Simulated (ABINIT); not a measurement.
The system is Ge.

```
CELL_PARAMETERS angstrom
1.39715 -2.60052 0.00000
1.39715 2.60052 0.00000
0.00000 0.00000 2.69823
ATOMIC_POSITIONS crystal
Ge 0.50000 0.50000 0.00000
```

This isn't the form of Ge at room conditions, which is diamond.

```yaml
Program: ABINIT 10.8.3 (patched build)
Task: single point
Functional: PBE
Potentials_or_basis: JTH PAW PBE v2.0
Cutoff: 599 eV
k_mesh: 11 × 11 × 10
Occupations: fermi-dirac, width 0.05 eV
Spin: no spin polarisation
```

On this cell: pressure -1.0 GPa; band gap on the k mesh none (metal or under the smearing width).

The same run follows on a disturbed copy (cell strained at random at fixed volume):

```
CELL_PARAMETERS angstrom
1.36702 -2.63255 0.01333
1.36007 2.62881 0.00776
0.02036 -0.00289 2.73319
ATOMIC_POSITIONS crystal
Ge 0.51761 0.51484 0.99297
```

Task: What changes?

Result: The energy (extrapolated to zero smearing) moves by +13.6 meV/atom; pressure -0.7 GPa; band gap on the k mesh none (metal or under the smearing width).

Stress tensor (GPa, compression positive):
```
 3.57 -0.09 -0.33
-0.09 -2.02  0.08
-0.33  0.08 -3.51
```
